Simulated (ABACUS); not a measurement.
Wanted: an ASE script for an ABACUS 3.10.1 run.

```yaml
Task: single point
Functional: LDA
Potentials_or_basis: PseudoDojo NC SR 0.4.1 LDA standard
Cutoff: 1320 eV
Density_cutoff: 5279 eV
Basis: plane waves
k_mesh: 7 × 7 × 7
Occupations: fermi-dirac, width 0.05 eV
Spin: collinear spin, ferromagnetic start
Starting_moments: "[4.0, 0.0] μB"
Radial_cutoff_of_the_potentials_pseudo_rcut: 7 bohr
SCF_threshold_on_the_density: 1e-08
Max_SCF_steps: 100
Eigensolver: dav
Mixing: broyden
Mixing_share: 0.4
Symmetry_key: 1
```

The structure of MnS lies in MnS.xyz:

```xyz
2
Lattice="0.0000000000 2.4734634191 2.4734634191 2.4734634191 0.0000000000 2.4734634191 2.4734634191 2.4734634191 0.0000000000" Properties=species:S:1:pos:R:3 pbc="T T T"
Mn     0.0000000000      0.0000000000      0.0000000000
S      3.7101951286      3.7101951286      3.7101951286
```

The cell is a database's computed one.

One way to write it, as run:

run_abacus.py

```python
"""ABACUS run from a structure file: ASE reads it, the script writes STRU, KPT and INPUT."""
import re
import subprocess
from ase.io import read
from ase.units import Bohr

atoms = read("MnS.xyz")
atoms = atoms[(-atoms.numbers).argsort(kind="stable")]  # ABACUS lists atoms element by element
pseudo = {'Mn': 'Mn.upf', 'S': 'S.upf'}
orbital = {}
magmoms = [4.0, 0.0]
kmesh = [7, 7, 7]
params = {
    'suffix': 'MnS',
    'calculation': 'scf',
    'basis_type': 'pw',
    'pseudo_dir': './',
    'symmetry': 1,
    'dft_functional': 'pz',
    'ecutwfc': 97,
    'pseudo_rcut': 7,
    'nspin': 2,
    'nbands': 23,
    'ks_solver': 'dav',
    'smearing_method': 'fd',
    'smearing_sigma': 0.00367493,
    'scf_thr': 1e-08,
    'scf_nmax': 100,
    'mixing_type': 'broyden',
    'mixing_beta': 0.4,
    'cal_force': 1,
    'cal_stress': 1,
    'out_chg': 1,
    'kpar': 4,
}

symbols = atoms.get_chemical_symbols()
elements = list(dict.fromkeys(symbols))
lines = ["ATOMIC_SPECIES"] + [f"{e} {atoms.get_masses()[symbols.index(e)]:.4f} {pseudo[e]}" for e in elements]
if orbital:
    lines += ["", "NUMERICAL_ORBITAL"] + [orbital[e] for e in elements]
lines += ["", "LATTICE_CONSTANT", f"{1 / Bohr:.10f}", "", "LATTICE_VECTORS"]
lines += [" ".join(f"{x:.10f}" for x in v) for v in atoms.cell]
lines += ["", "ATOMIC_POSITIONS", "Direct"]
for e in elements:
    lines += ["", e, "0.0", str(symbols.count(e))]
    for i, p in enumerate(atoms.get_scaled_positions(wrap=False)):
        if symbols[i] == e:
            mag = "" if magmoms is None else " mag " + " ".join(str(x) for x in (magmoms[i] if isinstance(magmoms[i], list) else [magmoms[i]]))
            lines.append(" ".join(f"{x:.10f}" for x in p) + " 1 1 1" + mag)
open("STRU", "w").write("\n".join(lines) + "\n")
open("KPT", "w").write("K_POINTS\n0\nGamma\n%d %d %d 0 0 0\n" % tuple(kmesh))
open("INPUT", "w").write("INPUT_PARAMETERS\n" + "".join(f"{k:<20s}{v}\n" for k, v in params.items()))

done = subprocess.run(['mpirun', '-np', '4', 'abacus'])
if done.returncode:
    raise SystemExit(done.returncode)
log = open("OUT.MnS/running_scf.log").read()
print("final energy (eV):", re.findall(r"FINAL_ETOT_IS (\S+)", log))
```

Potentials or basis: PseudoDojo NC SR 0.4.1 LDA standard, plane waves.

Run with:

```bash
$ OMP_NUM_THREADS=1 python run_abacus.py > log
```

Results of the run:

```json
{"Pressure": "-6.9 GPa", "Band gap on the k mesh": "none (metal or under the smearing width)", "Net moment": "0.21 μB per cell", "Absolute moment": "0.22 μB per cell"}
```

Caveat: the moment fell far below its start of 4 μB, so a state of higher moment may lie lower in energy; semilocal functionals often make such compounds metallic where correlation or magnetic order opens a gap, which also shifts bond lengths.

Wall time 19 s on 4 MPI ranks on Intel(R) Xeon(R) Platinum 8488C (Sapphire Rapids), with other jobs on the host, peak memory 0.48 GiB a rank.
